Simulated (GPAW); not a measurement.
# TiB2 (P6/mmm) in GPAW: equation of state with LDA

Aim: the equation of state of TiB2 with LDA.

Everything below comes from runs of GPAW 26.7.0. Logs are shortened: lines on timing, memory, paths and dates and some standing lists are left out, and cuts for length are marked. The log counts tension as positive stress, the text compression.

## Step 1: Starting point

The structure is hexagonal, space group P6/mmm (No. 191). The conventional cell has a = 3.029 Å, b = 3.029 Å, c = 3.228 Å, α = 90.00°, β = 90.00°, γ = 120.00°. Ti (site symmetry 6/mmm) has 12 B at 2.38 Å as nearest neighbours. B (site symmetry -6m2) is surrounded by 3 B at 1.75 Å.

## Step 2: Equation of state, LDA

run.py

```python
from ase import Atoms
from ase.eos import EquationOfState
from ase.io import Trajectory
from ase.units import GPa
from gpaw import GPAW, PW

atoms = Atoms(['Ti', 'B', 'B'],
              cell=[[3.0292, 0.0, 0.0],
                    [-1.5146, 2.6233641531, 0.0],
                    [0.0, 0.0, 3.2284]],
              scaled_positions=[[0.0, 0.0, 0.0],
                                [0.6666666667, 0.3333333333, 0.5],
                                [0.3333333333, 0.6666666667, 0.5]],
              pbc=True)

traj = Trajectory('eos.traj', 'w')
volumes, energies = [], []
for x in [0.94, 0.96, 0.98, 1.0, 1.02, 1.04, 1.06]:
    a = atoms.copy()
    a.set_cell(atoms.cell * x**(1 / 3), scale_atoms=True)
    calc = GPAW(mode=PW(800),
                xc='LDA',
                kpts={'size': (8, 8, 7), 'gamma': True},
                occupations={'name': 'fermi-dirac', 'width': 0.05},
                nbands=20,
                convergence={'density': 1e-05, 'energy': 1e-05},
                maxiter=150,
                txt=f'eos-{x:.2f}.txt')
    a.calc = calc
    energies.append(a.get_potential_energy(force_consistent=True))
    volumes.append(a.get_volume())
    p = -a.get_stress()[:3].mean() / GPa
    calc.write(f'eos-{x:.2f}.gpw')
    traj.write(a)
    print(f'{x:.2f} {volumes[-1]:10.4f} A^3 {energies[-1]:14.6f} eV {p:9.3f} GPa', flush=True)

v0, e0, B = EquationOfState(volumes, energies, eos='birchmurnaghan').fit()
print(f'V0 = {v0:.4f} A^3, E0 = {e0:.6f} eV, B0 = {B / GPa:.2f} GPa')
```

Potentials or basis: the program's PAW data sets (release 1.2.1) made for this functional, pw.

The run is started by

```bash
> OMP_NUM_THREADS=1 python run.py
```

The log of the run:

```text
__  _  _
 | _ |_)|_||  |
 |__||  | ||/\| - 26.7.0

Input parameters:
  mode=PW(ecut=800.0),
  convergence={'density': 1e-05, 'energy': 1e-05},
  kpts=MonkhorstPack(size=(8, 8, 7), gamma=True),
  maxiter=150,
  nbands=20,
  occupations=Occupations(name='fermi-dirac', width=0.05),
  xc=XC(name='LDA')

Diagonalizing LCAO Hamiltonian
Converting LCAO to pw mode

        B
           B

       Ti

Atoms  # Å, Bohr magnetons
|   | symbol |         x |        y |        z |    initial magnetic moments |
|---|--------|-----------|----------|----------|-----------------------------|
| 0 |     Ti |  0.000000 | 0.000000 | 0.000000 | ( 0.0000,  0.0000,  0.0000) |
| 1 |      B |  1.483681 | 0.856604 | 1.581248 | ( 0.0000,  0.0000,  0.0000) |
| 2 |      B | -0.000000 | 1.713207 | 1.581248 | ( 0.0000,  0.0000,  0.0000) |

Unit cell  # Å
| periodic |         x |        y |        z |  lengths |     angles |
|----------|-----------|----------|----------|----------|------------|
|      yes |  2.967362 | 0.000000 | 0.000000 | 2.967362 |  90.000000 |
|      yes | -1.483681 | 2.569811 | 0.000000 | 2.967362 |  90.000000 |
|      yes |  0.000000 | 0.000000 | 3.162496 | 3.162496 | 120.000000 |

Number of symmetries: 24
Symmetry operations  # r_c * U_cc + t_c -> r_c
|    | kind |            matrix            |
|----|------|------------------------------|
|  0 |  σ   |  1, 1, 0,  0,-1, 0,  0, 0, 1 |
|  1 |  C2  |  1, 1, 0,  0,-1, 0,  0, 0,-1 |
|  2 |  C6  |  1, 1, 0, -1, 0, 0,  0, 0, 1 |
|  3 |  S6  |  1, 1, 0, -1, 0, 0,  0, 0,-1 |
|  4 |  E   |  1, 0, 0,  0, 1, 0,  0, 0, 1 |
|  5 |  σ   |  1, 0, 0,  0, 1, 0,  0, 0,-1 |
|  6 |  σ   |  1, 0, 0, -1,-1, 0,  0, 0, 1 |
|  7 |  C2  |  1, 0, 0, -1,-1, 0,  0, 0,-1 |
|  8 |  σ   |  0, 1, 0,  1, 0, 0,  0, 0, 1 |
|  9 |  C2  |  0, 1, 0,  1, 0, 0,  0, 0,-1 |
| 10 |  C3  |  0, 1, 0, -1,-1, 0,  0, 0, 1 |
| 11 |  S3  |  0, 1, 0, -1,-1, 0,  0, 0,-1 |
| 12 |  C6  |  0,-1, 0,  1, 1, 0,  0, 0, 1 |
| 13 |  S6  |  0,-1, 0,  1, 1, 0,  0, 0,-1 |
| 14 |  σ   |  0,-1, 0, -1, 0, 0,  0, 0, 1 |
| 15 |  C2  |  0,-1, 0, -1, 0, 0,  0, 0,-1 |
| 16 |  σ   | -1, 0, 0,  1, 1, 0,  0, 0, 1 |
| 17 |  C2  | -1, 0, 0,  1, 1, 0,  0, 0,-1 |
| 18 |  C2  | -1, 0, 0,  0,-1, 0,  0, 0, 1 |
| 19 |  i   | -1, 0, 0,  0,-1, 0,  0, 0,-1 |
| 20 |  C3  | -1,-1, 0,  1, 0, 0,  0, 0, 1 |
| 21 |  S3  | -1,-1, 0,  1, 0, 0,  0, 0,-1 |
| 22 |  σ   | -1,-1, 0,  0, 1, 0,  0, 0, 1 |
| 23 |  C2  | -1,-1, 0,  0, 1, 0,  0, 0,-1 |

BZ-sampling:
  Number of BZ points: 448
  Number of IBZ points: 40

  Monkhorst-Pack size: [8, 8, 7]
  Monkhorst-Pack shift: [0.0625, 0.0625, 0.0]

K-points  # in reciprocal-cell coordinates
|     |                                coordinates |     weight |
|-----|--------------------------------------------|------------|
|   0 | (  0.00000000,   0.00000000,   0.00000000) | 0.00223214 |
|   1 | (  0.00000000,   0.00000000,   0.14285714) | 0.00446429 |
|   2 | (  0.00000000,   0.00000000,   0.28571429) | 0.00446429 |
|   3 | (  0.00000000,   0.00000000,   0.42857143) | 0.00446429 |
|   4 | (  0.12500000,   0.00000000,   0.00000000) | 0.01339286 |
|   5 | (  0.12500000,   0.00000000,   0.14285714) | 0.02678571 |
|   6 | (  0.12500000,   0.00000000,   0.28571429) | 0.02678571 |
|   7 | (  0.12500000,   0.00000000,   0.42857143) | 0.02678571 |
|   8 | (  0.25000000,  -0.12500000,   0.00000000) | 0.01339286 |
|   9 | (  0.25000000,  -0.12500000,   0.14285714) | 0.02678571 |
| ... |                                            |            |
|  39 | (  0.50000000,   0.50000000,   0.42857143) | 0.01339286 |

Plane wave coefficients: 1250
Cutoff: 800.0 eV

Spin-components: 1 (collinear spins)
Bands:           20
Projectors:      16
Spin-degeneracy: 2
Datatype:        complex128

Parallelization:
  kpt:    1
  domain: 1
  band:   1

Density:
  Valence electrons: 18.0
  Components: 1
  Grid points: [20 20 21]
  Charge: 0.0  # |e|

Potential:
  Grid points: [20 20 21]

species:
  Ti:
    name:    Titanium
    Z:       22.0
    valence: 12
    core:    10
    charge:  0.0  # [|e|]
    compensation charges:
      type: gauss
      rc: 0.38  # [Å]
      lmax: 2
    cutoffs:
      filter: 2.23  # [Å]
      core: 1.02  # [Å]
    projectors
    | kind |    occ | energy [eV] | rcut [Å] |
    |------|--------|-------------|----------|
    |   3s |  2.000 |     -62.257 |    1.270 |
    |   4s |  2.000 |      -4.593 |    1.270 |
    |   3p |  6.000 |     -38.791 |    1.058 |
    |   4p |  0.000 |      -1.536 |    1.058 |
    |   3d |  2.000 |      -4.463 |    1.058 |
    |    d |        |      22.748 |    1.058 |

    Using partial waves for Ti as LCAO basis

  B:
    name:    Boron
    Z:       5.0
    valence: 3
    core:    2
    charge:  0.0  # [|e|]
    compensation charges:
      type: gauss
      rc: 0.20  # [Å]
      lmax: 2
    cutoffs:
      filter: 1.14  # [Å]
      core: 1.42  # [Å]
    projectors
    | kind |    occ | energy [eV] | rcut [Å] |
    |------|--------|-------------|----------|
    |   2s |  2.000 |      -9.383 |    0.635 |
    |   2p |  1.000 |      -3.714 |    0.635 |
    |    s |        |      17.828 |    0.635 |
    |    p |        |      23.498 |    0.635 |
    |    d |        |       0.000 |    0.635 |

    Using partial waves for B as LCAO basis

Reference energy: -24499.177627  # eV

eigensolver:
  PPCG
  Converge bands: occupied
  niter=2

density mixing:
  MSR1-Mixer
  Pratt-step length: 0.05
  Maximum mixing coefficient: 0.75
  Old densities: 10
  SVD Regularization: 0.005
  Good broyden scale: 1.0
  Trust region scale: 1.0
  Backstep threshold: 4.0
  History deletion threshold: 6.0
  Fourier metric: weight=20.0, sigma=0.015

occupation numbers:
  Fermi-Dirac:
    width: 0.0500  # eV

poisson solver:
  ecut: 6400.0  # eV

xc functional:
  name: None

convergence criteria:
- Maximum integral of absolute [dens]ity change: 1e-05 electrons / valence electron
- Maximum [total energy] change in last 3 cyles: 1e-05 eV / valence electron
- Maximum integral of absolute [eigenst]ate change: 4e-08 eV^2 / valence electron
maximum number of iterations: 150

SCF iterations
|iter     | |      energy | eigst |  dens |
|---------|-|-------------|-------|-------|
|iter:   1| |  -27.831836 | +0.25 |       |
|iter:   2| |  -27.223583 | -2.36 | -0.91 |
|iter:   3| |  -25.868212 | -1.20 | -0.98 |
|iter:   4| |  -25.851352 | -2.55 | -1.72 |
|iter:   5| |  -25.858464 | -3.11 | -2.03 |
|iter:   6| |  -25.858668 | -4.08 | -2.58 |
|iter:   7| |  -25.858681 | -5.37 | -3.18 |
|iter:   8| |  -25.858682c| -7.17 | -4.08 |
|iter:   9| |  -25.858682c| -7.48c| -4.73 |
|iter:  10| |  -25.858682c| -8.19c| -5.30c|

Converged in 10 steps
Energy contributions relative to reference atoms: (reference = -24499.177627)

Energy contributions:
  Kinetic:          28.755604
  Coulomb:         -24.685245
  Zero:              0.008041
  External:          0.000000
  Xc:              -29.936856
  Entropy:          -0.000453
  Spinorbit:         0.000000
  ----------------------------
  Free energy:     -25.858908
  Extrapolated:    -25.858682

dipole moment: (-4.738395, -8.207140, -10.099982)  # |e|*Ang

Fermi level: 12.020
Eigenvalues  # (at kpt = [0.000, 0.000, 0.000])
| band index |      eig [eV] | occ [0-2] |
|------------|---------------|-----------|
|          0 |       -44.215 |     2.000 |
|          1 |       -20.925 |     2.000 |
|          2 |       -20.545 |     2.000 |
|          3 |       -20.545 |     2.000 |
|          4 |        -1.679 |     2.000 |
|          5 |         9.230 |     2.000 |
[... 9 lines left out ...]
|         15 |        19.593 |     0.000 |
|         16 |        21.929 |     0.000 |
|        ... |               |           |
|         19 |        37.337 |     0.000 |

No gap
No difference between direct/indirect transitions

Stress tensor  # eV/Ang^3
|         x |         y |         z |
|-----------|-----------|-----------|
| -0.048438 |  0.000000 |  0.000000 |
|  0.000000 | -0.048438 |  0.000000 |
|  0.000000 |  0.000000 | -0.011535 |

# Writing to eos-0.94.gpw (mode='')
```

It took 1.9 min on 1 thread of Arm Neoverse V2, shared host; peak memory 0.25 GiB.

Results:

- Equilibrium volume: 8.21 Å³/atom
- Bulk modulus at fixed shape and positions: 281 GPa
- Pressure derivative of the bulk modulus: 3.9

Energy against volume, from the lowest point:
| volume (Å³/atom) | energy (meV/atom) |
| --- | --- |
| 8.039 | 3.42 |
| 8.210 | 0.00 |
| 8.381 | 2.88 |
| 8.552 | 11.40 |
| 8.723 | 25.01 |
| 8.894 | 43.25 |
| 9.065 | 65.70 |

Caveat: the cell was scaled at fixed shape and fractional positions, which overstates the stiffness of a crystal with free parameters, most of all of layers and chains.
